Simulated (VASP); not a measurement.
# Bi (R-3m) in VASP: settings compared

The runs below take Bi through band structure, with PBE+D3(BJ), r2SCAN.

All numbers are computed with VASP 6.6.1; they aren't measurements. Logs are shortened: lines on timing, memory, paths and dates and some standing lists are left out, and cuts for length are marked.

### Step 1. Starting point

Symmetry: R-3m, No. 166, trigonal system. Conventional cell: a = 4.531 Å, b = 4.531 Å, c = 11.664 Å, α = 90.00°, β = 90.00°, γ = 120.00°. Around Bi (site symmetry 3m) lie 6 Bi at 3.09 to 3.44 Å.

### Step 2. Band structure, PBE+D3(BJ)

The input, INCAR:

```
PREC = Accurate
ENCUT = 520
EDIFF = 1E-6
ISMEAR = 1
SIGMA = 0.1
LREAL = False
LASPH = True
NELM = 80
ALGO = Normal
ISIF = 2
LWAVE = False
LCHARG = False
GGA = PE
IVDW = 12
NBANDS = 22
ICORELEVEL = 1
```

The input, KPOINTS:

```
regular mesh
0
Gamma
  12 12 10
```

The input, POSCAR:

```
Bi                                      
1.0
    2.2656626712      1.3080809576      3.8879168449
   -2.2656626712      1.3080809576      3.8879168449
    0.0000000000     -2.6161619055      3.8879168449
  Bi            
     2
Direct
     0.2372661059115935    0.2372661059115935    0.2372661059115934
     0.7627338940884066    0.7627338940884066    0.7627338940884066
```

The input, KPOINTS_OPT:

```
explicit points
143
Reciprocal
 0.0000000000  0.0000000000  0.0000000000 1
 0.0357142857  0.0000000000  0.0000000000 1
 0.0714285714  0.0000000000  0.0000000000 1
 0.1071428571  0.0000000000  0.0000000000 1
 0.1428571429  0.0000000000  0.0000000000 1
 0.1785714286  0.0000000000  0.0000000000 1
[... 135 lines left out ...]
 0.6298282752  0.6298282752  0.2403434497 1
 0.6298282752  0.3701717248  0.0000000000 1
```

Potentials or basis: VASP PAW PBE potentials, release 64 (Bi_d).

Started as:

```bash
$ cat potpaw_PBE.64/Bi_d/POTCAR > POTCAR
$ mpirun -np 1 vasp_std > vasp.out
```

OUTCAR:

```text
PREC = Accurate
   ENCUT = 520
   EDIFF = 1E-6
   ISMEAR = 1
   LREAL = False
   LASPH = True
   NELM = 80
   ISIF = 2
   GGA = PE
   IVDW = 12
 IVDW          = 12

 ion  position               nearest neighbor table
   1  0.237  0.237  0.237-   2 3.09   2 3.09   2 3.09   2 3.44   2 3.44   2 3.44
   2  0.763  0.763  0.763-   1 3.09   1 3.09   1 3.09   1 3.44   1 3.44   1 3.44

  LATTYP: Found a trigonal (rhomboedric) cell.
 ALAT       =     4.6861712009
 COS(alpha) =     0.5324972244

  Lattice vectors:

 A1 = (   2.2656626712,   1.3080809576,   3.8879168449)
 A2 = (  -2.2656626712,   1.3080809576,   3.8879168449)
 A3 = (   0.0000000000,  -2.6161619055,   3.8879168449)

Analysis of symmetry for initial positions (statically):
=====================================================================
 Subroutine PRICEL returns:
 Original cell was already a primitive cell.

 Routine SETGRP: Setting up the symmetry group for a
 trigonal (rhombohedral) supercell.

 Subroutine GETGRP returns: Found 12 space group operations
 (whereof 12 operations were pure point group operations)
 out of a pool of 12 trial point group operations.

The static configuration has the point symmetry D_3d.

Analysis of symmetry for dynamics (positions and initial velocities):
=====================================================================
 Subroutine PRICEL returns:
 Original cell was already a primitive cell.

 Routine SETGRP: Setting up the symmetry group for a
 trigonal (rhombohedral) supercell.

 Subroutine GETGRP returns: Found 12 space group operations
 (whereof 12 operations were pure point group operations)
 out of a pool of 12 trial point group operations.

The dynamic configuration has the point symmetry D_3d.

 Subroutine INISYM returns: Found 12 space group operations
 (whereof 12 operations are pure point group operations),
 and found     1 'primitive' translations

----------------------------------------------------------------------------------------

                                     Primitive cell

  volume of cell :      69.1350

  direct lattice vectors                    reciprocal lattice vectors
     2.265662671  1.308080958  3.887916845     0.220685986  0.127413113  0.085735716
    -2.265662671  1.308080958  3.887916845    -0.220685986  0.127413113  0.085735716
     0.000000000 -2.616161905  3.887916845     0.000000000 -0.254826226  0.085735716

  length of vectors
     4.686171201  4.686171201  4.686171199     0.268862453  0.268862453  0.268862453

  position of ions in fractional coordinates (direct lattice)
     0.237266106  0.237266106  0.237266106
     0.762733894  0.762733894  0.762733894

  ion indices of the primitive-cell ions
   primitive index   ion index
                 1           1
                 2           2

----------------------------------------------------------------------------------------

 KPOINTS: regular mesh

Automatic generation of k-mesh.
 Grid dimensions read from file:
 generate k-points for:   12   12   10

 Generating k-lattice:

  Cartesian coordinates                     Fractional coordinates (reciprocal lattice)
     0.018390499  0.010617759  0.007144643     0.083333333 -0.000000000  0.000000000
    -0.018390499  0.010617759  0.007144643    -0.000000000  0.083333333  0.000000000
     0.000000000 -0.025482623  0.008573572     0.000000000  0.000000000  0.100000000

  Length of vectors
     0.022405204  0.022405204  0.026886245

  Shift w.r.t. Gamma in fractional coordinates (k-lattice)
     0.000000000  0.000000000  0.000000000

 -----------------------------------------------------------------------------
|                                                                             |
|           W    W    AA    RRRRR   N    N  II  N    N   GGGG   !!!           |
|           W    W   A  A   R    R  NN   N  II  NN   N  G    G  !!!           |
|           W    W  A    A  R    R  N N  N  II  N N  N  G       !!!           |
|           W WW W  AAAAAA  RRRRR   N  N N  II  N  N N  G  GGG   !            |
|           WW  WW  A    A  R   R   N   NN  II  N   NN  G    G                |
|           W    W  A    A  R    R  N    N  II  N    N   GGGG   !!!           |
|                                                                             |
|     Your reciprocal lattice and k-lattice belong to different lattice       |
|     classes:                                                                |
|                                                                             |
|        The reciprocal lattice is rhombohedral (trigonal),                   |
|        whereas your k-lattice is base-centered monoclinic.                  |
|                                                                             |
|     Results are often still useful ...                                      |
|                                                                             |
 -----------------------------------------------------------------------------

 WARNING: IBZKPT: internal override: KBLOWUP is changed to .FALSE.
      ... skipping the blow-up phase ...

 Subroutine IBZKPT returns following result:
 ===========================================

 Found    391 irreducible k-points:

 Following reciprocal coordinates:
            Coordinates               Weight
  0.000000  0.000000  0.000000      1.000000
  0.083333  0.000000  0.000000      4.000000
  0.166667  0.000000  0.000000      4.000000
  0.250000  0.000000  0.000000      4.000000
  0.333333  0.000000  0.000000      4.000000
  0.416667  0.000000 -0.000000      4.000000
[... 16 lines left out ...]
  0.500000  0.166667  0.000000      8.000000
 -0.416667  0.166667  0.000000      4.000000
 [... further k-points ...]
   k-points           NKPTS =    391   k-points in BZ     NKDIM =    391   number of bands    NBANDS=     22
   number of dos      NEDOS =    301   number of ions     NIONS =      2
   total plane-waves  NPLWV =  46656
   dimension x,y,z NGX =    36 NGY =   36 NGZ =   36
   dimension x,y,z NGXF=    72 NGYF=   72 NGZF=   72
   ions per type =               2
   NGX,Y,Z   is equivalent  to a cutoff of  12.77, 12.77, 12.77 a.u.
   NGXF,Y,Z  is equivalent  to a cutoff of  25.54, 25.54, 25.54 a.u.
 SYSTEM =  unknown system
   PREC   = accura    normal or accurate (medium, high low for compatibility)
   ISTART =      0    job   : 0-new  1-cont  2-samecut
   ICHARG =      2    charge: 1-file 2-atom 10-const
   ISPIN  =      1    spin polarized calculation?
   LNONCOLLINEAR =      F non collinear calculations
   LSORBIT =      F    spin-orbit coupling
   LASPH  =      T    aspherical Exc in radial PAW
   ENCUT  =  520.0 eV  38.22 Ry    6.18 a.u.   8.71  8.71  8.71*2*pi/ulx,y,z
   NELM   =     80;   NELMIN=  2; NELMDL= -5     # of ELM steps
   EDIFF  = 0.1E-05   stopping-criterion for ELM
   LREAL  =      F    real-space projection
   EDIFFG = 0.1E-04   stopping-criterion for IOM
   NSW    =      0    number of steps for IOM
   IBRION =     -1    ionic relax: 0-MD 1-quasi-New 2-CG
   NFREE  =      0    steps in history (QN), initial steepest desc. (CG)
   ISIF   =      2    stress and relaxation
   ISYM   =      2    0-nonsym 1-usesym 2-fastsym
   POTIM  = 0.5000    time-step for ionic-motion
   TEBEG  =    0.0;   TEEND  =   0.0 temperature during run
   PSTRESS=    0.0 pullay stress
   NELECT =      30.0000    total number of electrons
   NUPDOWN=      -1.0000    fix difference up-down
   EMIN   =  10.00;   EMAX   =-10.00  energy-range for DOS
   EFERMI =   0.00;   METHOD = LEGACY
   ISMEAR =     1;   SIGMA  =   0.10  broadening in eV -4-tet -1-fermi 0-gaus
   EFERMI_NEDOS =   21; number of points for ismear=-14 and -15
   IALGO  =     38    algorithm
   IMIX   =      4    mixing-type and parameters
     AMIX     =   0.40;   BMIX     =  1.00
     AMIX_MAG =   1.60;   BMIX_MAG =  1.00
  volume/ion in A,a.u.               =      34.57       233.27
  Fermi-wavevector in a.u.,A,eV,Ry     =   1.239413  2.342150 20.900500  1.536143
  Thomas-Fermi vector in A             =   2.373897
   LORBIT       =      0    0 simple, 1 ext, 2 COOP (PROOUT), +10 PAW based schemes
   GGA     = PE    functional components
   LHFCALC =     F    Hartree Fock is set to
   AEXX    =    0.0000 exact exchange contribution
   IVDW    =    12    specifies the selected vdW correction
   LEPSILON=     F    determine dielectric tensor
   LRPA    =     F    only Hartree local field effects (RPA)
 non-spin polarized calculation
 Methfessel and Paxton  Order N= 1 SIGMA  =   0.10
  energy-cutoff  :      520.00
  volume of cell :       69.14
 maximum number of plane-waves:      1887
   NGX = 17   NGY = 17   NGZ = 17

 number of electron      30.0000001 magnetization

 Free energy of the ion-electron system (eV)
  ---------------------------------------------------
  ext. energy  EPLUGINS =         0.00000000
  ---------------------------------------------------
  free energy    TOTEN  =        -7.74187939 eV

  energy without entropy =       -7.74195249  energy(sigma->0) =       -7.74190376

 the core state eigenenergies are
   1-  1s -90628.8667  2s -16271.6024  2p -13911.9667  3s  -3919.5608  3p  -3245.7898
       3d  -2570.7133  4s   -891.3008  4p   -670.6333  4d   -418.8720  4f   -141.6512
       5s   -146.7616  5p    -84.8572
   2-  1s -90628.8667  2s -16271.6024  2p -13911.9667  3s  -3919.5608  3p  -3245.7898
       3d  -2570.7133  4s   -891.3008  4p   -670.6333  4d   -418.8720  4f   -141.6512
       5s   -146.7616  5p    -84.8572

 E-fermi :   6.5451     XC(G=0):  -9.6253

 val. band max:        6.5421552499   @ k =   0.0833   0.0833   0.4000
 cond. band min:       6.5599149548   @ k =   0.3333   0.1667   0.2000
 fundamental gap:      0.0177597049
 Fermi energy:         6.5450866439

 k-point     1 :       0.0000    0.0000    0.0000
  band No.  band energies     occupation
      1     -16.4131      2.00000
      2     -16.4131      2.00000
      3     -16.2600      2.00000
      4     -16.2600      2.00000
      5     -16.2508      2.00000
      6     -16.0730      2.00000
[... 14 lines left out ...]
     21      12.2246      0.00000
     22      12.7636      0.00000
[... 248 lines left out ...]
     21      14.1367      0.00000
     22      16.3827      0.00000

 k-point    12 :       0.4167    0.0833    0.0000
  band No.  band energies     occupation
      1     -16.3232      2.00000
      2     -16.2740      2.00000
      3     -16.2165      2.00000
      4     -16.2050      2.00000
      5     -16.1745      2.00000
      6     -16.1508      2.00000
      7     -16.1176      2.00000
      8     -16.1061      2.00000

------------------------ aborting loop because EDIFF is reached ----------------------------------------

 Edisp (eV)   -0.92386

 E8    (eV) :    -0.4590

  FORCE on cell =-STRESS in cart. coord.  units (eV):
  Direction    XX          YY          ZZ          XY          YZ          ZX
  --------------------------------------------------------------------------------------
  -------------------------------------------------------------------------------------
  Total      -0.02693    -0.02693    -0.03141     0.00000    -0.00000     0.00000
  in kB      -0.62410    -0.62410    -0.72782     0.00000    -0.00000     0.00000
  external pressure =       -0.66 kB  Pullay stress =        0.00 kB

 VOLUME and BASIS-vectors are now :
 -----------------------------------------------------------------------------
  energy-cutoff  :      520.00
  volume of cell :       69.14
      direct lattice vectors                 reciprocal lattice vectors
     2.265662671  1.308080958  3.887916845     0.220685986  0.127413113  0.085735716
    -2.265662671  1.308080958  3.887916845    -0.220685986  0.127413113  0.085735716
     0.000000000 -2.616161905  3.887916845     0.000000000 -0.254826226  0.085735716

 POSITION                                       TOTAL-FORCE (eV/Angst)
 -----------------------------------------------------------------------------------
      0.00000      0.00000      2.76741         0.000000     -0.000000     -0.001437
      0.00000      0.00000      8.89634         0.000000      0.000000      0.001437
 -----------------------------------------------------------------------------------
    total drift:                               -0.000000      0.000000     -0.000000

  FREE ENERGIE OF THE ION-ELECTRON SYSTEM (eV)
  ---------------------------------------------------
  free  energy   TOTEN  =        -8.6657414394 eV

  energy  without entropy=       -8.6658145441  energy(sigma->0) =       -8.66576581
```

Wall time 5 min (1 thread of Intel Xeon Platinum 8488C (Sapphire Rapids), shared host); peak memory 0.82 GiB.

Results:

```yaml
Free_energy: -8.6657 eV
Pressure: -0.1 GPa
Band_gap_along_the_path: none (metal or under the smearing width)
Dispersion_energy_per_atom: -0.462 eV
```

Levels at the corners of the path, in eV from the Fermi level:
| point | band 13 | band 14 | band 15 | band 16 | band 17 | band 18 |
| --- | --- | --- | --- | --- | --- | --- |
| Γ | -1.53 | -1.25 | -1.25 | 2.75 | 3.03 | 3.03 |
| L | -1.15 | -1.01 | -0.27 | -0.27 | 0.35 | 0.76 |
| L | -1.15 | -1.01 | -0.27 | -0.27 | 0.35 | 0.76 |
| B1 | -4.18 | -4.12 | -0.31 | 0.64 | 5.12 | 5.13 |
| B | -4.18 | -4.12 | -0.31 | 0.64 | 5.12 | 5.13 |
| Z | -0.81 | -0.53 | -0.53 | 0.50 | 0.50 | 0.55 |
| Z | -0.81 | -0.53 | -0.53 | 0.50 | 0.50 | 0.55 |
| Γ | -1.53 | -1.25 | -1.25 | 2.75 | 3.03 | 3.03 |
| Γ | -1.53 | -1.25 | -1.25 | 2.75 | 3.03 | 3.03 |
| X | -4.48 | -2.54 | -2.52 | 3.03 | 3.14 | 4.65 |
| Q | -4.48 | -2.54 | -2.52 | 3.03 | 3.14 | 4.65 |
| F | -4.85 | -3.13 | -2.98 | 2.46 | 5.00 | 5.35 |
| F | -4.85 | -3.13 | -2.98 | 2.46 | 5.00 | 5.35 |
| P1 | -4.55 | -2.50 | -2.49 | 2.95 | 3.50 | 4.48 |
| P1 | -4.55 | -2.50 | -2.49 | 2.95 | 3.50 | 4.48 |
| Z | -0.81 | -0.53 | -0.53 | 0.50 | 0.50 | 0.55 |
| L | -1.15 | -1.01 | -0.27 | -0.27 | 0.35 | 0.76 |
| P | -4.55 | -2.50 | -2.49 | 2.95 | 3.50 | 4.48 |

Core levels (eV, on the scale of the bands):
```tsv
atom	levels
1 Bi	1s -90628.9, 2s -16271.6, 2p -13912.0, 3s -3919.6, 3p -3245.8, 3d -2570.7, 4s -891.3, 4p -670.6, 4d -418.9, 4f -141.7, 5s -146.8, 5p -84.9
2 Bi	1s -90628.9, 2s -16271.6, 2p -13912.0, 3s -3919.6, 3p -3245.8, 3d -2570.7, 4s -891.3, 4p -670.6, 4d -418.9, 4f -141.7, 5s -146.8, 5p -84.9
```

Caveat: spin-orbit coupling is left out, which moves the levels of the heavy elements; pairwise dispersion overbinds metals, which lowers pressure and volume.

### Step 3. Band structure, PBE+D3(BJ), spin-orbit coupling, no magnetisation

Changes to INCAR since step 2:

```diff
@@ -12,5 +12,8 @@
 LCHARG = False
+MAGMOM = 0 0 0 0 0 0
+LORBIT = 11
+LSORBIT = True
+GGA_COMPAT = False
 GGA = PE
 IVDW = 12
-NBANDS = 22
-ICORELEVEL = 1
+NBANDS = 44
```

The input, KPOINTS:

```
regular mesh
0
Gamma
  6 6 5
```

POSCAR is that of step 2.

KPOINTS_OPT is that of step 2.

Potentials or basis: VASP PAW PBE potentials, release 64 (Bi_d).

Started as:

```bash
$ cat potpaw_PBE.64/Bi_d/POTCAR > POTCAR
$ mpirun -np 1 vasp_ncl > vasp.out
```

It took 10 min on 1 thread of Intel Xeon Platinum 8488C (Sapphire Rapids), shared host; peak memory 0.56 GiB.

Results (log left out):

```yaml
Free_energy: -10.2867 eV
Pressure: 0.8 GPa
Largest_force: 0.018 eV/Å
Valence_electrons_inside_the_program's_atomic_spheres: Bi 12.81
Dispersion_energy_per_atom: -0.462 eV
```

Forces in eV/Å, atoms in the order of the input:
```
Bi   0.000  0.000 -0.018
Bi   0.000  0.000  0.018
```

Stress tensor (GPa, compression positive):
```
0.96 0.00 0.00
0.00 0.96 0.00
0.00 0.00 0.50
```

### Step 4. Band structure, r2SCAN

The input, INCAR:

```
PREC = Accurate
ENCUT = 520
EDIFF = 1E-6
ISMEAR = 1
SIGMA = 0.1
LREAL = False
LASPH = True
NELM = 80
ALGO = Normal
ISIF = 2
LWAVE = False
LCHARG = False
METAGGA = R2SCAN
LMIXTAU = True
NBANDS = 22
```

The input, KPOINTS:

```
regular mesh
0
Gamma
  12 12 10
```

POSCAR is that of step 3.

KPOINTS_OPT is that of step 3.

Started as:

```bash
$ cat potpaw_PBE.64/Bi_d/POTCAR > POTCAR
$ mpirun -np 1 vasp_std > vasp.out
```

Wall time 27 min (1 thread of Intel Xeon Platinum 8488C (Sapphire Rapids), shared host); peak memory 0.82 GiB.

It converged, with:

* Free energy: -116.9698 eV
* Pressure: 1.2 GPa
* Largest force: 0.186 eV/Å
* Band gap along the path: none (metal or under the smearing width)

Forces in eV/Å, atoms in the order of the input:
```
Bi   0.000  0.000 -0.186
Bi   0.000  0.000  0.186
```

Stress tensor (GPa, compression positive):
```
1.11 0.00 0.00
0.00 1.11 0.00
0.00 0.00 1.46
```

Levels at the corners of the path, in eV from the Fermi level:
```tsv
point	band 11	band 12	band 13	band 14	band 15	band 16	band 17	band 18	band 19	band 20
Γ	-13.77	-7.59	-1.69	-1.42	-1.42	2.86	3.15	3.15	5.92	6.09
L	-11.64	-11.08	-1.26	-1.15	-0.25	-0.17	0.41	0.80	8.26	9.00
L	-11.64	-11.08	-1.26	-1.15	-0.25	-0.17	0.41	0.80	8.26	9.00
B1	-11.25	-10.69	-4.41	-4.34	-0.40	0.73	5.45	5.46	6.41	6.54
B	-11.25	-10.69	-4.41	-4.34	-0.40	0.73	5.45	5.46	6.41	6.54
Z	-12.26	-10.57	-0.69	-0.64	-0.64	0.50	0.50	0.65	7.80	9.49
Z	-12.26	-10.57	-0.69	-0.64	-0.64	0.50	0.50	0.65	7.80	9.49
Γ	-13.77	-7.59	-1.69	-1.42	-1.42	2.86	3.15	3.15	5.92	6.09
Γ	-13.77	-7.59	-1.69	-1.42	-1.42	2.86	3.15	3.15	5.92	6.09
X	-11.31	-10.66	-4.71	-2.72	-2.65	3.23	3.27	5.02	6.37	8.00
Q	-11.31	-10.66	-4.71	-2.72	-2.65	3.23	3.27	5.02	6.37	8.00
F	-11.77	-9.77	-5.08	-3.34	-3.20	2.73	5.23	5.65	7.27	10.30
F	-11.77	-9.77	-5.08	-3.34	-3.20	2.73	5.23	5.65	7.27	10.30
P1	-11.56	-10.40	-4.78	-2.70	-2.60	3.13	3.63	4.88	6.42	8.41
P1	-11.56	-10.40	-4.78	-2.70	-2.60	3.13	3.63	4.88	6.42	8.41
Z	-12.26	-10.57	-0.69	-0.64	-0.64	0.50	0.50	0.65	7.80	9.49
L	-11.64	-11.08	-1.26	-1.15	-0.25	-0.17	0.41	0.80	8.26	9.00
P	-11.56	-10.40	-4.78	-2.70	-2.60	3.13	3.63	4.88	6.42	8.41
```

Caveat: the PAW data sets were made with another functional, which shifts forces and pressure a little; spin-orbit coupling is left out, which moves the levels of the heavy elements.

### Step 5. Overview

| level | spin | k mesh | pressure (GPa) | largest force (eV/Å) |
| --- | --- | --- | --- | --- |
| PBE+D3(BJ) | off | 12 × 12 × 10 | -0.1 | - |
| PBE+D3(BJ) | SOC, no magnetisation | 6 × 6 × 5 | 0.8 | 0.02 |
| r2SCAN | off | 12 × 12 × 10 | 1.2 | 0.19 |

Alike in all rows: task band structure; potentials or basis VASP PAW PBE potentials, release 64 (Bi_d); cell as given; cutoff (eV) 520; smearing methfessel-paxton 0.1 eV.

The pressure there spans -0.1 GPa (PBE+D3(BJ)) to 1.2 GPa (r2SCAN); a positive pressure means that this level wants a larger cell, a negative one a smaller.

Caveats: spin-orbit coupling is left out, which moves the levels of the heavy elements (some runs); pairwise dispersion overbinds metals, which lowers pressure and volume (some runs); the PAW data sets were made with another functional, which shifts forces and pressure a little (some runs).

Total energies depend on the potentials used, so only differences within one code and one set of settings carry meaning.
